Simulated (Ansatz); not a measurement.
## Ir (hcp): energy against volume

These are results of DFT, revPBE, plane waves (420 eV) with PAW, scalar-relativistic in Ansatz 0.2.0, not measurements. The PAW files were generated under PBE, with cores re-solved for the functional.

The cell is scaled uniformly from the relaxed one, with fractional coordinates and shape fixed. Energies are extrapolated to zero smearing, pressures are those at the given smearing. Magnetic state: spin not included.

A Birch-Murnaghan fit gives V₀ = 14.69 Å³/atom, B₀ = 332 GPa, B₀′ = 5.1.

What are the energy above the minimum and the pressure at 15.297 Å³/atom?

24.2 meV/atom and -11.82 GPa as computed.

What are the energy above the minimum and the pressure at 15.886 Å³/atom?

86.5 meV/atom and -20.92 GPa as computed.

What are the energy above the minimum and the pressure at 16.474 Å³/atom?

178.3 meV/atom and -27.94 GPa as computed.
